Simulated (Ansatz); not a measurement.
The cell is the one relaxed in the Materials Project (mp-570858), not relaxed further here; entries there can be hypothetical.

AgCl: DFT, PBEsol, PAW with Ansatz's default frozen-core files, scalar-relativistic (Ansatz 0.2.0).

Command: `ansatz run input.yaml --threads 1 --pin off --max-ram 6144MiB --backend cpu --events-out ev --progress --plain --runs-dir out` The run took 42 s on 1 thread of Intel(R) Xeon(R) Platinum 8375C CPU @ 2.90GHz (Ice Lake), with other jobs on the host, peak memory 0.6 GiB.

```yaml
crystal:
  lattice:
    - [1.870909703, -5.5565952358, 0.0]
    - [1.870909703, 5.5565952358, 0.0]
    - [0.0, 0.0, 3.92403735]
  atoms:
    - { symbol: Ag, position: [0.3965554, 0.6034446, 0.75] }
    - { symbol: Ag, position: [0.6034446, 0.3965554, 0.25] }
    - { symbol: Cl, position: [0.86544873, 0.13455127, 0.25] }
    - { symbol: Cl, position: [0.13455127, 0.86544873, 0.75] }
kpoints:
  mp_grid: { grid: [9, 9, 8] }
  band_path:
    path:
      - [0.0, 0.0, 0.0]
      - [-0.5, 0.5, 0.0]
      - [-0.2783418463, 0.7216581537, 0.0]
      - [0.2783418463, 0.2783418463, 0.0]
      - [0.0, 0.0, 0.0]
      - [0.0, 0.0, 0.5]
      - [0.2783418463, 0.2783418463, 0.5]
      - [-0.2783418463, 0.7216581537, 0.5]
      - [-0.5, 0.5, 0.5]
    npoints: 14
scf:
  occupations: { method: fermi_dirac, width: 0.03 }
hamiltonian:
  xc: pbesol
  pseudopotentials: { kind: paw }
output:
  forces: true
  stress: true
  eigenvalues: true
  efg: { contact_densities: true }
  populations: true
  bader: true
  dos: { projected: true, de: 0.2, e_range: [-14, 8] }
  write_density: true
  write_potential: true
  elf: true
  volumetric_format: npy
```

Output:

```
Ag: output.efg is read without spin–orbit coupling, which moves field gradients at and beside such atoms by some per cent and up to a factor of two; PAW files take it under magnetization.noncollinear and magnetization.spin_orbit
Engine: ansatz 0.2.0
Pseudopotentials: kind: paw
Pseudopotential: Ag, paw, valence charge 19, recommended cutoff 420 eV (normal)
Pseudopotential: Cl, paw, valence charge 7, recommended cutoff 420 eV (normal)
Functional definition: PBEsol
  exchange = pbesol_x
  correlation = pbesol_c
Crystal: 4 atoms, lattice volume = 81.588 Å³
Basis set: ecut = 420 eV, 1593 PW (Γ), exchange–correlation on 80×80×54 points (8 copies of the dense FFT grid, shifted against one another)
Bands: 32, of which v1, the nominal top of the filled ones, is band 26 counted from 1 (25 counted from 0)
Symmetry: 8 space group operations
Space group: Cmcm (ITA 63), of the structure as read, at distance tolerance 4.3e-5 Å
k-points: 125 of 648
Non-local potential: Ag, projectors of the file, l = 0: 3, l = 1: 2, l = 2: 2, l = 3: 1
Non-local potential: Cl, projectors of the file, l = 0: 2, l = 1: 2, l = 2: 2
PAW form: soft (Blöchl's): semilocal exchange-correlation on the pseudo side does not see the compensation charge
PAW frozen core: Ag, regenerated for the run's functional, and the local potential with it (the file was generated under x = pbe(κ = 0.804, μ = 0.2195149727645171), c = pbe(β = 0.06672455060314922))
PAW frozen core: Cl, regenerated for the run's functional, and the local potential with it (the file was generated under x = pbe(κ = 0.804, μ = 0.2195149727645171), c = pbe(β = 0.06672455060314922))
PAW one-centre angular grid: Ag, 590 points (default); XC on 64 Gauss nodes
PAW one-centre angular grid: Cl, 110 points (default); XC on 64 Gauss nodes
Initial density: superposition of atomic densities (neutral atoms: chi_scale 0, normalization atom), corrected by the library's trained network
Initial wavefunctions: pseudopotential atomic-orbital guess
Functional: x = pbesol(κ = 0.804, μ = 0.12345679012345678), c = pbesol(β = 0.046)
SCF iter   1: F=—  HF=-17167.520682 eV  |F-HF|=—  |Δ(HF+E_count)|=         —  Δρ=8.07e-3  dr2=5.88e-2  ethr=1.77e-3  ⟨swp⟩=5.9  Hψ=15144  notcnv=0  defer=1
preconditioner: auto → Resta (q_TF=auto, 2.531 Å⁻¹)  ε∞=6.9  [insulator: Δε(μ)=0.254 eV  Ē_g=10.196 eV  σ=0.030 eV  W_gap=0.95  n_scr=26 (ndim 8)  ℏωp=24.7 eV  f_vac=0.021  D(μ)=0.01/eV (n_scr^D=0)  ε∞_Penn≈6.9]
SCF iter   2: F=—  HF=-17167.505462 eV  |F-HF|=—  |Δ(HF+E_count)|=   1.52e-2  Δρ=2.87e-3  dr2=8.35e-3  ethr=1.13e-4  ⟨swp⟩=2.3  Hψ=7216  notcnv=0  defer=204
SCF iter   3: F=—  HF=-17167.503364 eV  |F-HF|=—  |Δ(HF+E_count)|=   2.10e-3  Δρ=8.78e-4  dr2=5.67e-4  ethr=1.61e-5  ⟨swp⟩=2.0  Hψ=5933  notcnv=0  defer=204
SCF iter   4: F=—  HF=-17167.503385 eV  |F-HF|=—  |Δ(HF+E_count)|=   2.12e-5  Δρ=3.01e-4  dr2=5.01e-5  ethr=1.09e-6  ⟨swp⟩=2.7  Hψ=6125  notcnv=0  defer=204
SCF iter   5: F=—  HF=-17167.503416 eV  |F-HF|=—  |Δ(HF+E_count)|=   3.13e-5  Δρ=4.68e-5  dr2=1.64e-6  ethr=9.63e-8  ⟨swp⟩=2.8  Hψ=6083  notcnv=0  defer=204
SCF iter   6: F=—  HF=-17167.503419 eV  |F-HF|=—  |Δ(HF+E_count)|=   2.48e-6  Δρ=9.96e-6  dr2=1.24e-7  ethr=3.15e-9  ⟨swp⟩=2.0  Hψ=5901  notcnv=0  defer=204
SCF iter   7: F=-17167.503419 eV  HF=-17167.503419 eV  |F-HF|=4.00e-9  |Δ(HF+E_count)|=   1.11e-7  Δρ=2.56e-6  dr2=6.46e-9  ethr=1.92e-10  ⟨swp⟩=11.3  Hψ=25150  notcnv=0
SCF 1 converged in 7 iterations: F = -17167.503419 eV  dr2 = 6.46e-9
  greatest PAW one-centre occupation: 1.001 electrons in one spin orbital (limit 2), on the Ag atom at site 1 (counted from 0), in its partial waves of l = 0
NSCF: frozen V_eff on 113 k-points
SCF converged after 7 iterations
Free energy (F): -17167.503419 eV
Harris-Foulkes:  -17167.503419 eV  (|F-HF|=4.00e-9)
Internal energy: -17167.503402 eV  (E = F + TS)
E sigma→0 (E₀):  -17167.503411 eV
Entropy (-TS):   -0.000017 eV (-0.004 meV/atom)
Fermi energy:    8.819268 eV
--- Per-component energies (eV) ---
  E_band       = -700.684431
  E_kinetic    = 1375.225708
  E_local      = -6397.719018  (includes V_loc(G=0)·N_el)
  E_nonlocal   = 230.611038
  E_hartree    = 2811.209624
  E_xc         = -574.376393
  E_vxc        = -704.927896  (∫ρ·V_xc dr)
  E_paw        = -8958.779139  (= ΣΔE_a)
  E_vpaw       = -826.293868  (= ΣTr[D̂ρ^β])
  E_aug_tail   = 0.000781  (compensation charges beyond the density's cutoff)
  E_ewald      = -5654.478346
  E_core_change = 0.802342  (= ΣΔE_core)
  E_smearing   = -0.000017  (= −TS)
  E_closure    = 0.000000  (closes the sum)
  Σ components = -17167.503419   (vs F -17167.503419, Δ=0.00e0)
--- Forces (eV/Å), atoms counted from 1 ---
  atom   1  Ag     0.00000000    -0.02028593     0.00000000
  atom   2  Ag     0.00000000     0.02028593     0.00000000
  atom   3  Cl     0.00000000    -0.02503197     0.00000000
  atom   4  Cl     0.00000000     0.02503197     0.00000000
  max |Σ_I F_I| component: 6.94e-18 eV/Å
--- Stress (GPa, compression-positive) ---
       -3.019439       0.000000       0.000000
        0.000000      -2.318900       0.000000
        0.000000       0.000000      -3.330865
  P = ⅓ Tr σ = -2.8897 GPa (-28.897 kbar)
--- PAW observables at the nuclei: V_zz in 10²¹ V/m², potentials from the cell's mean, atoms counted from 1 ---
  atom   1  Ag V_zz =    +4.781660   η = 0.0073   by run symmetry: allowed
            electrostatic potential = -7475.690024 V   contact ρ = 946935.215427 e/Å³
  atom   2  Ag V_zz =    +4.781660   η = 0.0073   by run symmetry: allowed
            electrostatic potential = -7475.690024 V   contact ρ = 946935.215427 e/Å³
  atom   3  Cl V_zz =    -5.623380   η = 0.2655   by run symmetry: allowed
            electrostatic potential = -1778.170882 V   contact ρ = 24020.780300 e/Å³
  atom   4  Cl V_zz =    -5.623380   η = 0.2655   by run symmetry: allowed
            electrostatic potential = -1778.170882 V   contact ρ = 24020.780300 e/Å³
--- Band table (eV; the first three rows and the last of 125) ---
  k-point 0: bands = ["-81.3691", "-81.3661", "-44.9589", "-44.9307", "-44.9273", "-44.9080", "-44.8887", "-44.8846", "-6.5376", "-5.9168", "4.0432", "5.1458", "5.3571", "5.4694", "5.4925", "5.6993", "5.8343", "5.9050", "6.1023", "6.1349", "6.2000", "6.3469", "6.4031", "6.8389", "6.9637", "7.1375", "8.9494", "11.6106", "16.1945", "16.7955", "18.3966", "18.5093"]
  k-point 1: bands = ["-81.3689", "-81.3662", "-44.9584", "-44.9350", "-44.9235", "-44.9084", "-44.8885", "-44.8848", "-6.4894", "-5.9101", "4.0822", "4.7975", "5.0480", "5.3711", "5.3828", "5.3910", "5.6732", "5.8559", "6.1094", "6.1527", "6.3232", "6.4350", "6.8678", "6.9542", "6.9852", "7.2926", "9.5368", "12.0055", "16.2598", "16.4558", "17.8290", "18.0438"]
  k-point 2: bands = ["-81.3686", "-81.3665", "-44.9568", "-44.9407", "-44.9193", "-44.9096", "-44.8880", "-44.8852", "-6.3594", "-5.9050", "4.1321", "4.1668", "4.6607", "4.8520", "4.8526", "5.2081", "5.7927", "5.8268", "6.1582", "6.2376", "6.3332", "6.4443", "7.0687", "7.1313", "7.7278", "7.7475", "10.6400", "12.9631", "15.4599", "16.4162", "17.0828", "17.2042"]
  k-point 124: bands = ["-81.3675", "-81.3675", "-44.9508", "-44.9508", "-44.9131", "-44.9131", "-44.8865", "-44.8865", "-6.0151", "-6.0151", "3.1561", "3.1561", "4.4278", "4.4278", "4.7265", "4.7265", "6.0752", "6.0752", "6.2020", "6.2020", "6.7603", "6.7603", "7.8310", "7.8310", "8.4863", "8.4863", "12.1475", "12.1475", "15.3256", "15.3256", "16.6756", "16.6756"]
--- Löwdin populations: 4 sites ---
  site symbol       q [e]
     0     Ag     18.4381
     1     Ag     18.4381
     2     Cl      7.4641
     3     Cl      7.4641
  spilling = 0.003761 (of n_electrons = 52.000000)
--- Bader charges: 4 sites ---
  site symbol  charge [e]  shift [e]
     0     Ag      0.5357     0.0002
     1     Ag      0.5357     0.0002
     2     Cl     -0.5357     0.0002
     3     Cl     -0.5357     0.0002
  estimated error of the sums over rays = 2.8e-4 e
```

populations.tsv:

```
# site	symbol	l	j	q
# orbitals = lowdin
# n_electrons = 52.000000
# spilling = 0.003761
0	Ag	0_4S	-	1.997279
0	Ag	0_5S	-	0.514693
0	Ag	1_4P	-	5.998696
0	Ag	2_4D	-	9.927411
1	Ag	0_4S	-	1.997279
1	Ag	0_5S	-	0.514693
1	Ag	1_4P	-	5.998696
1	Ag	2_4D	-	9.927411
2	Cl	0_3S	-	1.936843
2	Cl	1_3P	-	5.527283
3	Cl	0_3S	-	1.936843
3	Cl	1_3P	-	5.527283
```

bader_charges.tsv:

```
# site	symbol	x_ang	y_ang	z_ang	partial_charge_e	electrons	volume_ang3	relative_density_drop	shared_charge_e	partial_wave_shift_e
# quadrature_error_electrons = 2.8e-4
0	Ag	1.8709	1.1496	2.9430	0.53571	46.46429	18.43	-	0.53571	0.00022
1	Ag	1.8709	-1.1496	0.9810	0.53569	46.46431	18.43	-	0.53569	0.00022
2	Cl	1.8709	-4.0613	0.9810	-0.53571	17.53571	22.36	-	-0.53571	0.00022
3	Cl	1.8709	4.0613	2.9430	-0.53570	17.53570	22.36	-	-0.53570	0.00022
```
